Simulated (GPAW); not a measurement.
Mo in GPAW: the effect of functional

Slab: Mo, a slab with vacuum.

```
Mo
1.0
     2.84964    0.00000    0.00000
     0.00000    2.84964    0.00000
     0.00000    0.00000   25.07500
Mo
6
Direct
  0.50000 0.50000 0.29910
  0.00000 0.00000 0.37946
  0.50000 0.50000 0.45982
  0.00000 0.00000 0.54018
  0.50000 0.50000 0.62054
  0.00000 0.00000 0.70090
```

The slab is cut from a database's or a generator's crystal, which needn't be the stable form of the element.

The cell isn't the ideal one: the (1 0 0) slab of Mo, cut from the database cell, not relaxed.

Alike in all runs:

* Program: GPAW 26.7.0
* Task: single point
* Cutoff: 450 eV
* Basis: pw
* k mesh: 9 × 9 × 1
* Occupations: fermi-dirac, width 0.05 eV
* Spin: no spin polarisation

| functional | potentials or basis | largest force (eV/Å) | work function (eV) |
| --- | --- | --- | --- |
| LDA | the program's PAW data sets (release 1.2.1) made for this functional | ? | ? |
| PBEsol | PAW data sets generated in the run's folder for this functional | 0.90 | 4.46 |
| RPBE | the program's PAW data sets (release 1.2.1) made for this functional | 0.34 | 4.20 |
| r2SCAN | GPAW PAW data sets (gpaw-data 1.2.1) | 0.53 | 4.39 |
| vdW-DF-cx | GPAW PAW data sets (gpaw-data 1.2.1) | 0.66 | 4.54 |
| BEEF-vdW | GPAW PAW data sets (gpaw-data 1.2.1) | 0.35 | 4.55 |
| revPBE | the program's PAW data sets (release 1.2.1) made for this functional | 0.40 | 4.22 |
| WC | PAW data sets generated in the run's folder for this functional | 0.84 | 4.46 |

Task: What does the run with functional LDA give?

Result: Largest force 1.16 eV/Å; work function 4.65 eV.

Caveats: the PAW data sets were made with another functional, which shifts forces and pressure a little (some runs).

Runs at the PBE level aren't shown here.
